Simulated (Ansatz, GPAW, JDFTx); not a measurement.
**InP: 4 runs at one level of theory**

```xyz
2
Lattice="0.0000 2.9305 2.9305 2.9305 0.0000 2.9305 2.9305 2.9305 0.0000" Properties=species:S:1:pos:R:3 pbc="T T T"
In    0.0000    0.0000    0.0000
P     4.3957    4.3957    4.3957
```

Alike in all runs: task band structure; functional revPBE; k mesh 8 × 8 × 8; occupations fermi-dirac, width 0.05 eV; no spin polarisation; no spin-orbit coupling. Pressure is positive in compression and, in plane waves, holds the error of the finite cutoff, which Ansatz's Pulay term estimates and takes out. Gaps are the smaller of the mesh's and the band path's.

| program and potentials | plane-wave cutoff (eV) | notes | band gap (eV) | pressure (GPa) |
| --- | --- | --- | --- | --- |
| Ansatz, Ansatz PAW | 420 | potentials made for PBE, which Ansatz adapts in part; Pulay term of +0.04 GPa included | 0.81 | 4.66 |
| GPAW, the program's PAW data sets (release 1.2.1) made for this functional | 600 | - | 0.81 | 4.40 |
| JDFTx, PseudoDojo-SR-PBE-0.5-standard with smoothed tails | 952 | potentials made for PBE | ? | - |
| Ansatz, all-electron LAPW, scalar-relativistic | - | - | 0.81 | 4.66 |

Q: Estimate from the other rows what the run with JDFTx, PseudoDojo-SR-PBE-0.5-standard with smoothed tails gave.

A: Band gap 0.80 eV. The other rows, which needn't bracket it: band gap 0.81; pressure 4.40 to 4.66.
